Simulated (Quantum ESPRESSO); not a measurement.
# Ga (I4/mmm) in Quantum ESPRESSO: notebook

Aim: see how the results for Ga move with the level of theory and the settings. Levels: PBEsol, LDA. Tasks: band structure, single point, equation of state.

Everything below comes from runs of Quantum ESPRESSO 7.5. Logs are shortened: lines on timing, memory, paths and dates and some standing lists are left out, and cuts for length are marked.

## 1. Starting point

The structure is tetragonal, space group I4/mmm (No. 139). The conventional cell has a = 2.769 Å, b = 2.769 Å, c = 4.622 Å, α = 90.00°, β = 90.00°, γ = 90.00°. Around Ga (site symmetry 4/mmm) lie 12 Ga at 2.77 to 3.03 Å.

This isn't the form of Ga at room conditions, which is orthorhombic.

## 2. Band structure, PBEsol

Contents of pw.in:

```
&CONTROL
  calculation = 'scf'
  prefix = 'pwscf'
  outdir = './tmp'
  pseudo_dir = './pseudo'
  tprnfor = .true.
  tstress = .true.
  disk_io = 'low'
/
&SYSTEM
  ibrav = 0
  celldm(1) = 8
  nat = 1
  ntyp = 1
  ecutwfc = 56
  ecutrho = 448
  nbnd = 16
  occupations = 'smearing'
  smearing = 'fd'
  degauss = 0.00367493
/
&ELECTRONS
  conv_thr = 2d-10
  electron_maxstep = 120
  mixing_beta = 0.5
/
ATOMIC_SPECIES
Ga    69.7230 ga_pbesol_v1.4.uspp.F.UPF
CELL_PARAMETERS alat
 -0.3270168034158   0.3270168034158   0.5459475079615
  0.3270168034158  -0.3270168034158   0.5459475079615
  0.3270168034158   0.3270168034158  -0.5459475079615
ATOMIC_POSITIONS crystal
Ga     0.0000000000    0.0000000000    0.0000000000
K_POINTS automatic
13 13 13 0 0 0
```

Contents of bands.in:

```
&CONTROL
  calculation = 'bands'
  prefix = 'pwscf'
  outdir = './tmp'
  pseudo_dir = './pseudo'
  disk_io = 'low'
  verbosity = 'high'
/
&SYSTEM
  ibrav = 0
  celldm(1) = 8
  nat = 1
  ntyp = 1
  ecutwfc = 56
  ecutrho = 448
  nbnd = 16
  occupations = 'smearing'
  smearing = 'fd'
  degauss = 0.00367493
/
&ELECTRONS
  conv_thr = 1d-08
  electron_maxstep = 120
  mixing_beta = 0.5
  diago_full_acc = .true.
  startingwfc = 'random'
/
ATOMIC_SPECIES
Ga    69.7230 ga_pbesol_v1.4.uspp.F.UPF
CELL_PARAMETERS alat
 -0.3270168034158   0.3270168034158   0.5459475079615
  0.3270168034158  -0.3270168034158   0.5459475079615
  0.3270168034158   0.3270168034158  -0.5459475079615
ATOMIC_POSITIONS crystal
Ga     0.0000000000    0.0000000000    0.0000000000
K_POINTS crystal
60
 0.0000000000  0.0000000000  0.0000000000 1
 0.0000000000  0.0000000000  0.0625000000 1
 0.0000000000  0.0000000000  0.1250000000 1
 0.0000000000  0.0000000000  0.1875000000 1
 0.0000000000  0.0000000000  0.2500000000 1
 0.0000000000  0.0000000000  0.3125000000 1
 0.0000000000  0.0000000000  0.3750000000 1
 0.0000000000  0.0000000000  0.4375000000 1
 0.0000000000  0.0000000000  0.5000000000 1
-0.0896970935  0.0896970935  0.5000000000 1
-0.1793941871  0.1793941871  0.5000000000 1
-0.2328284892  0.2328284892  0.4465656978 1
-0.2862627914  0.2862627914  0.3931313957 1
-0.3396970935  0.3396970935  0.3396970935 1
-0.2972349568  0.2972349568  0.2972349568 1
-0.2547728202  0.2547728202  0.2547728202 1
-0.2123106835  0.2123106835  0.2123106835 1
-0.1698485468  0.1698485468  0.1698485468 1
-0.1273864101  0.1273864101  0.1273864101 1
-0.0849242734  0.0849242734  0.0849242734 1
-0.0424621367  0.0424621367  0.0424621367 1
 0.0000000000  0.0000000000  0.0000000000 1
 0.0714285714  0.0714285714 -0.0714285714 1
 0.1428571429  0.1428571429 -0.1428571429 1
 0.2142857143  0.2142857143 -0.2142857143 1
 0.2857142857  0.2857142857 -0.2857142857 1
 0.3571428571  0.3571428571 -0.3571428571 1
 0.4285714286  0.4285714286 -0.4285714286 1
 0.5000000000  0.5000000000 -0.5000000000 1
 0.4465656978  0.5534343022 -0.4465656978 1
 0.3931313957  0.6068686043 -0.3931313957 1
 0.3396970935  0.6603029065 -0.3396970935 1
 0.2547728202  0.6202271798 -0.2547728202 1
 0.1698485468  0.5801514532 -0.1698485468 1
 0.0849242734  0.5400757266 -0.0849242734 1
 0.0000000000  0.5000000000  0.0000000000 1
 0.0357142857  0.4642857143  0.0357142857 1
 0.0714285714  0.4285714286  0.0714285714 1
 0.1071428571  0.3928571429  0.1071428571 1
 0.1428571429  0.3571428571  0.1428571429 1
 0.1785714286  0.3214285714  0.1785714286 1
 0.2142857143  0.2857142857  0.2142857143 1
 0.2500000000  0.2500000000  0.2500000000 1
 0.3000000000  0.3000000000  0.1641211626 1
 0.3500000000  0.3500000000  0.0782423252 1
 0.4000000000  0.4000000000 -0.0076365122 1
 0.4500000000  0.4500000000 -0.0935153497 1
 0.5000000000  0.5000000000 -0.1793941871 1
 0.5000000000  0.5000000000 -0.2251950175 1
 0.5000000000  0.5000000000 -0.2709958479 1
 0.5000000000  0.5000000000 -0.3167966783 1
 0.5000000000  0.5000000000 -0.3625975087 1
 0.5000000000  0.5000000000 -0.4083983392 1
 0.5000000000  0.5000000000 -0.4541991696 1
 0.5000000000  0.5000000000 -0.5000000000 1
 0.0000000000  0.0000000000  0.5000000000 1
 0.0625000000  0.0625000000  0.4375000000 1
 0.1250000000  0.1250000000  0.3750000000 1
 0.1875000000  0.1875000000  0.3125000000 1
 0.2500000000  0.2500000000  0.2500000000 1
```

Potentials or basis: GBRV 1.5 PBEsol.

Command:

```
OMP_NUM_THREADS=1 mpirun -n 2 pw.x -nk 2 -in pw.in > pw.out
OMP_NUM_THREADS=1 mpirun -n 2 pw.x -nk 2 -in bands.in > bands.out
```

pw.out:

```text
This program is part of the open-source Quantum ESPRESSO suite
     for quantum simulation of materials; please cite
         "P. Giannozzi et al., J. Phys.:Condens. Matter 21 395502 (2009);
         "P. Giannozzi et al., J. Phys.:Condens. Matter 29 465901 (2017);
         "P. Giannozzi et al., J. Chem. Phys. 152 154105 (2020);
     in publications or presentations arising from this work. More details at

     Message from routine setup:
     using ibrav=0 with symmetry is DISCOURAGED, use correct ibrav instead

     K-points division:     npool     =       2
     Subspace diagonalization in iterative solution of the eigenvalue problem:
     a serial algorithm will be used

     G-vector sticks info
     --------------------
     sticks:   dense  smooth     PW     G-vecs:    dense   smooth      PW
     Sum        1153     577    191                19213     6813    1309

     Using Slab Decomposition

     bravais-lattice index     =            0
     lattice parameter (alat)  =       8.0000  a.u.
     unit-cell volume          =     119.5697 (a.u.)^3
     number of atoms/cell      =            1
     number of atomic types    =            1
     number of electrons       =        19.00
     number of Kohn-Sham states=           16
     kinetic-energy cutoff     =      56.0000  Ry
     charge density cutoff     =     448.0000  Ry
     scf convergence threshold =      2.0E-10
     mixing beta               =       0.5000
     number of iterations used =            8  plain     mixing
     Exchange-correlation= SLA  PW   PSX  PSC
                           (   1   4  10   8   0   0   0)

     celldm(1)=   8.000000  celldm(2)=   0.000000  celldm(3)=   0.000000
     celldm(4)=   0.000000  celldm(5)=   0.000000  celldm(6)=   0.000000

     crystal axes: (cart. coord. in units of alat)
               a(1) = (  -0.327017   0.327017   0.545948 )
               a(2) = (   0.327017  -0.327017   0.545948 )
               a(3) = (   0.327017   0.327017  -0.545948 )

     reciprocal axes: (cart. coord. in units 2 pi/alat)
               b(1) = ( -0.000000  1.528973  0.915839 )
               b(2) = (  1.528973 -0.000000  0.915839 )
               b(3) = (  1.528973  1.528973  0.000000 )

     PseudoPot. # 1 for Ga read from file:
     ga_pbesol_v1.4.uspp.F.UPF
     Pseudo is Ultrasoft + core correction, Zval = 19.0
     Generated by new atomic code, or converted to UPF format
     Using radial grid of  871 points,  6 beta functions with:
                l(1) =   0
                l(2) =   0
                l(3) =   1
                l(4) =   1
                l(5) =   2
                l(6) =   2
     Q(r) pseudized with  8 coefficients,  rinner =    1.250   1.250   1.250
                                                       1.250   1.250

     atomic species   valence    mass     pseudopotential
     Ga               19.00    69.72300     Ga( 1.00)

     16 Sym. Ops., with inversion, found

   Cartesian axes

     site n.     atom                  positions (alat units)
         1        Ga     tau(   1) = (   0.0000000   0.0000000   0.0000000  )

     number of k points=   196  Fermi-Dirac smearing, width (Ry)=  0.0037

     Number of k-points >= 100: set verbosity='high' to print them.

     Dense  grid:    19213 G-vectors     FFT dimensions: (  40,  40,  40)

     Smooth grid:     6813 G-vectors     FFT dimensions: (  27,  27,  27)

     Check: negative core charge=   -0.000001

     Initial potential from superposition of free atoms

     starting charge      18.0000, renormalised to      19.0000
     Starting wfcs are   12 randomized atomic wfcs +    4 random wfcs

     Self-consistent Calculation

     iteration #  1     ecut=    56.00 Ry     beta= 0.50
     Davidson diagonalization with overlap
     ethr =  1.00E-02,  avg # of iterations =  5.9

     total energy              =    -410.52144990 Ry
     estimated scf accuracy    <       9.15401317 Ry

     iteration #  2     ecut=    56.00 Ry     beta= 0.50
     Davidson diagonalization with overlap
     ethr =  1.00E-02,  avg # of iterations =  2.1

     total energy              =    -414.87718212 Ry
     estimated scf accuracy    <       2.26779342 Ry

     iteration #  3     ecut=    56.00 Ry     beta= 0.50
     Davidson diagonalization with overlap
     ethr =  1.00E-02,  avg # of iterations =  2.0

     total energy              =    -414.92692481 Ry
     estimated scf accuracy    <       0.25383713 Ry

     iteration #  4     ecut=    56.00 Ry     beta= 0.50
     Davidson diagonalization with overlap
     ethr =  1.34E-03,  avg # of iterations =  2.0

     total energy              =    -414.99212574 Ry
     estimated scf accuracy    <       0.00204357 Ry

     iteration #  5     ecut=    56.00 Ry     beta= 0.50
     Davidson diagonalization with overlap
     ethr =  1.08E-05,  avg # of iterations =  3.4

     total energy              =    -414.99267070 Ry
     estimated scf accuracy    <       0.00218393 Ry

     iteration #  6     ecut=    56.00 Ry     beta= 0.50
     Davidson diagonalization with overlap
     ethr =  1.08E-05,  avg # of iterations =  2.0

     total energy              =    -414.99316459 Ry
     estimated scf accuracy    <       0.00000034 Ry

     iteration #  7     ecut=    56.00 Ry     beta= 0.50
     Davidson diagonalization with overlap
     ethr =  1.79E-09,  avg # of iterations =  5.4

     total energy              =    -414.99316749 Ry
     estimated scf accuracy    <       0.00000102 Ry

     iteration #  8     ecut=    56.00 Ry     beta= 0.50
     Davidson diagonalization with overlap
     ethr =  1.79E-09,  avg # of iterations =  2.0

     total energy              =    -414.99316774 Ry
     estimated scf accuracy    <          4.3E-09 Ry

     iteration #  9     ecut=    56.00 Ry     beta= 0.50
     Davidson diagonalization with overlap
     ethr =  2.27E-11,  avg # of iterations =  3.3

     total energy              =    -414.99316773 Ry
     estimated scf accuracy    <       0.00000003 Ry

     iteration # 10     ecut=    56.00 Ry     beta= 0.50
     Davidson diagonalization with overlap
     ethr =  2.27E-11,  avg # of iterations =  2.0

     total energy              =    -414.99316774 Ry
     estimated scf accuracy    <          2.0E-10 Ry

     iteration # 11     ecut=    56.00 Ry     beta= 0.50
     Davidson diagonalization with overlap
     ethr =  1.06E-12,  avg # of iterations =  2.6

     End of self-consistent calculation

     Number of k-points >= 100: set verbosity='high' to print the bands.

     the Fermi energy is    11.8775 ev

!    total energy              =    -414.99316774 Ry
     estimated scf accuracy    <          2.4E-11 Ry
     smearing contrib. (-TS)   =      -0.00021005 Ry
     internal energy E=F+TS    =    -414.99295768 Ry

     The total energy is F=E-TS. E is the sum of the following terms:
     one-electron contribution =    -327.61576194 Ry
     hartree contribution      =     172.05261205 Ry
     xc contribution           =     -47.98452773 Ry
     ewald contribution        =    -211.44528007 Ry

     convergence has been achieved in  11 iterations

     Forces acting on atoms (cartesian axes, Ry/au):

     atom    1 type  1   force =     0.00000000    0.00000000    0.00000000

     Total force =     0.000000     Total SCF correction =     0.000000

     Computing stress (Cartesian axis) and pressure

          total   stress  (Ry/bohr**3)                   (kbar)     P=       -2.45
  -0.00001240  -0.00000000   0.00000000           -1.82       -0.00        0.00
  -0.00000000  -0.00001240  -0.00000000           -0.00       -1.82       -0.00
  -0.00000000  -0.00000000  -0.00002525           -0.00       -0.00       -3.71

=------------------------------------------------------------------------------=
   JOB DONE.
=------------------------------------------------------------------------------=
```

Wall time 32 s (2 MPI ranks of Arm Neoverse V2, shared host); peak memory 0.18 GiB.

What came out:

```yaml
Free_energy: -5646.2697 eV
Pressure: -0.2 GPa
Band_gap_on_the_k_mesh: none (metal or under the smearing width)
```

Levels at the corners of the path, in eV from the Fermi level:
```csv
point,band 8,band 9,band 10,band 11,band 12,band 13
Γ,-14.61,-11.49,12.77,13.08,13.08,16.23
X,-14.45,-1.93,-0.89,3.81,5.13,7.98
Y,-14.60,-1.31,-0.45,0.53,1.41,14.35
S,-14.60,-3.04,-1.61,-1.45,9.39,12.48
Γ,-14.61,-11.49,12.77,13.08,13.08,16.23
Z,-14.56,-4.44,-3.89,7.23,7.23,10.32
S1,-14.60,-3.04,-1.61,-1.45,9.39,12.48
N,-14.55,-4.85,-4.17,7.96,11.88,12.61
P,-14.45,-0.26,0.00,0.00,2.35,13.68
Y1,-14.60,-1.31,-0.45,0.53,1.41,14.35
Z,-14.56,-4.44,-3.89,7.23,7.23,10.32
X,-14.45,-1.93,-0.89,3.81,5.13,7.98
P,-14.45,-0.26,0.00,0.00,2.35,13.68
```

[end of part 1 of 2]
